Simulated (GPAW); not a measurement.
## HfO2 in GPAW: the effect of Hubbard term

Crystal: HfO2.

```xyz
6
Lattice="4.8135 0.0000 0.0000 0.0000 4.8135 0.0000 0.0000 0.0000 3.2054" Properties=species:S:1:pos:R:3 pbc="T T T"
Hf    2.4068    2.4068    1.6027
Hf    0.0000    0.0000    0.0000
O     3.8751    0.9384    1.6027
O     3.3452    3.3452    0.0000
O     1.4683    1.4683    0.0000
O     0.9384    3.8751    1.6027
```

Measurements of this composition are mostly on another form, of space group No. 14.

Alike in all runs:

| Property | Result |
| --- | --- |
| Program | GPAW 26.7.0 |
| Task | dielectric tensor |
| Functional | PBE |
| Potentials or basis | GPAW PAW data sets (gpaw-data 1.2.1) |
| Cutoff | 650 eV |
| Basis | pw |
| k mesh | 5 × 5 × 7 |
| Occupations | fermi-dirac, width 0.001 eV |
| Spin | no spin polarisation |
| Response ecut | 80 eV |
| Maxiter | 150 |
| Response k mesh | 5 × 5 × 7 |
| Response bands | 72 |
| Kernels | ["RPA"] |
| Coarser k mesh | 5 × 5 × 7 |

| Hubbard term | gap on the mesh (eV) | dielectric constant (mean) |
| --- | --- | --- |
| none | 4.00 | 4.13 |
| Hf d U = 2.0 eV | 4.43 | 3.87 |
| Hf d U = 4.0 eV | ? | ? |

What does the run with Hubbard term Hf d U = 4.0 eV give?

gap on the mesh 4.86 eV; dielectric constant 3.65 mean.

Caveats: the long-wavelength limit can be off by several per cent where d states take part; spin-orbit coupling is left out, which moves the levels of the heavy elements; an odd mesh through Γ misses points on the zone boundary, where band edges often lie; response on these states lacks terms of the Hamiltonian (some runs).

A gap of «none» marks a metal or a gap under the smearing width.
